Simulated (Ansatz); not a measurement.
# Two-dimensional strain map in GaN

All numbers below come from DFT LDA, scalar-relativistic, plane waves, PAW (Ansatz 0.2.0). The runs took a 420 eV cutoff, a Γ-centred 14×14×14 mesh and Gaussian smearing (0.03 eV). No spin polarisation. Energies are free energies at this smearing, counted from the undisturbed cell; pressure is positive in compression.

Zero of the scan (as given, not relaxed at this level; it stands at -13.7 GPa; this rock-salt form isn't the usual structure):

```xyz
2
Lattice="0.0000 2.1352 2.1352 2.1352 0.0000 2.1352 2.1352 2.1352 0.0000" Properties=species:S:1:pos:R:3 pbc="T T T"
Ga    0.0000    0.0000    0.0000
N     2.1352    2.1352    2.1352
```

The cell is strained by p along both x and y and by q along z, fractional coordinates fixed. Points are written (p, q).

Energy above the undisturbed cell in meV/atom (a dash: not computed):

```csv
p \ q,-0.030,-0.015,0.000,0.015,0.030
-0.030,-21.5,-25.0,-23.6,-17.9,-8.9
-0.015,-26.1,–,-18.7,–,4.4
0.000,-16.6,-10.5,0.0,14.2,31.2
0.015,4.8,–,–,–,–
0.030,36.1,–,70.0,–,116.6
```

Pressure in GPa:

| p \ q | -0.030 | -0.015 | 0.000 | 0.015 | 0.030 |
| --- | --- | --- | --- | --- | --- |
| -0.030 | 7.4 | 3.3 | -0.3 | -3.4 | -6.1 |
| -0.015 | -0.6 | – | -7.6 | – | -12.9 |
| 0.000 | -7.3 | -10.7 | -13.7 | -16.2 | -18.4 |
| 0.015 | -12.8 | – | – | – | – |
| 0.030 | -17.4 | – | -22.7 | – | -26.5 |

Gap on the k-mesh in eV:

| p \ q | -0.030 | -0.015 | 0.000 | 0.015 | 0.030 |
| --- | --- | --- | --- | --- | --- |
| -0.030 | 0.78 | 0.61 | 0.44 | 0.30 | 0.16 |
| -0.015 | 0.47 | – | 0.32 | – | 0.04 |
| 0.000 | 0.18 | 0.19 | 0.20 | 0.05 | 0.00 |
| 0.015 | 0.00 | – | – | – | – |
| 0.030 | 0.00 | – | 0.00 | – | 0.00 |

Where the gap reads zero the k-mesh, chosen for the insulator, is on the coarse side.